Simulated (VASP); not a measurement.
InAs: relaxation of cell and atoms with LDA

Crystal: InAs.

```
CELL_PARAMETERS angstrom
0.00000 3.01800 3.01800
3.01800 0.00000 3.01800
3.01800 3.01800 0.00000
ATOMIC_POSITIONS crystal
In 0.00000 0.00000 0.00000
As 0.25000 0.25000 0.25000
```

* Program: VASP 6.6.1
* Task: relaxation of cell and atoms
* Functional: LDA
* Potentials or basis: VASP PAW LDA potentials, release 64 (In_d, As)
* Cutoff: 600 eV
* k mesh: 10 × 10 × 10
* Occupations: gaussian, width 0.03 eV
* Spin: no spin polarisation
* Further INCAR settings: ALGO = Normal; EDIFF = 1e-06; IBRION = 2; EDIFFG = -0.01; NSW = 90; ISIF = 3

```
Relaxed volume                         : 27.44 Å³/atom
Relaxed cell                           : a = 4.265 Å, b = 4.265 Å, c = 4.265 Å, α = 60.00°, β = 60.00°, γ = 60.00°
Space group after relaxing (to 0.05 Å) : F-43m (No. 216)
Energy gained by relaxing              : 0.0 meV/atom
Ionic steps                            : 3
Pressure after relaxing                : 0.0 GPa
Band gap on the k mesh                 : none (metal or under the smearing width)
```

Final structure:
```yaml
crystal:
  lattice:
    - [0.00000, 3.01608, 3.01608]
    - [3.01608, 0.00000, 3.01608]
    - [3.01608, 3.01608, 0.00000]
  atoms:
    - { symbol: In, position: [0.00000, 0.00000, 0.00000] }
    - { symbol: As, position: [0.25000, 0.25000, 0.25000] }
```

Levels at points of the mesh, in eV from the Fermi level:
```tsv
k point	band 7	band 8	band 9	band 10	band 11	band 12
(0.00, 0.00, 0.00)	-0.37	-0.01	-0.01	-0.01	3.82	3.82
(0.50, 0.00, 0.00)	-5.88	-1.02	-1.02	0.81	4.60	4.60
(0.50, 0.50, 0.00)	-5.96	-2.38	-2.38	1.40	1.95	9.04
```

Run time: 73 s on 1 thread of AMD EPYC 7R13 Processor (Zen 3), on a shared host, peak memory 0.18 GiB.

Caveat: this crystal is a semiconductor, whose small gap the functional closes, so the metal is an error of the method.
